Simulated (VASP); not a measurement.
Write the native input for VASP 6.6.1 that does the following.

- Task: single point
- Functional: revPBE
- Potentials or basis: VASP PAW PBE potentials, release 64 (Au)
- Cutoff: 520 eV
- k mesh: 14 × 14 × 14
- Occupations: fermi-dirac, width 0.1 eV
- Spin: no spin polarisation
- Dipole correction: no
- Further INCAR settings: ALGO = Fast; EDIFF = 1e-07; NBANDS = 18

The structure of Au lies in POSCAR:

```
Au
1.0
    0.0000000000      3.1970951552      3.1970951552
    3.1970951552      0.0000000000      3.1970951552
    3.1970951552      3.1970951552      0.0000000000
Au
2
Direct
    0.1250000000      0.1250000000      0.1250000000
    0.8750000000      0.8750000000      0.8750000000
```

This isn't the form of Au at room conditions, which is fcc.

These files were run (other wordings do the same):

INCAR

```
SYSTEM = Au
ALGO     = Fast           ! electronic algorithm
EDIFF    = 1E-7           ! SCF threshold, eV
ENCUT    = 520            ! plane-wave cutoff, eV
GGA      = RE             ! functional
ISIF     = 2              ! what is computed and relaxed
ISMEAR   = -1             ! smearing method
LASPH    = .TRUE.         ! aspherical terms in the spheres
LCHARG   = .FALSE.        ! write CHGCAR
LREAL    = .FALSE.        ! projectors in reciprocal space
LWAVE    = .FALSE.        ! write WAVECAR
NBANDS   = 18             ! bands
NELM     = 80             ! most SCF steps
PREC     = Accurate       ! precision mode
SIGMA    = 0.1            ! smearing width, eV
```

KPOINTS

```
k-points
0
G
  14 14 14
  0 0 0
```

Potentials or basis: VASP PAW PBE potentials, release 64 (Au).

Command:

```console
$ cat potpaw_PBE.64/Au/POTCAR > POTCAR
$ mpirun -np 1 vasp_std > vasp.out
```

Results of the run:

| Quantity | Value |
| --- | --- |
| Pressure | -2.7 GPa |
| Band gap on the k mesh | none (metal or under the smearing width) |

Caveat: the PAW data sets were made with another functional, which shifts forces and pressure a little.

Wall time 2 min on 1 thread of Intel(R) Xeon(R) Platinum 8488C (Sapphire Rapids), on a shared host, peak memory 0.26 GiB.
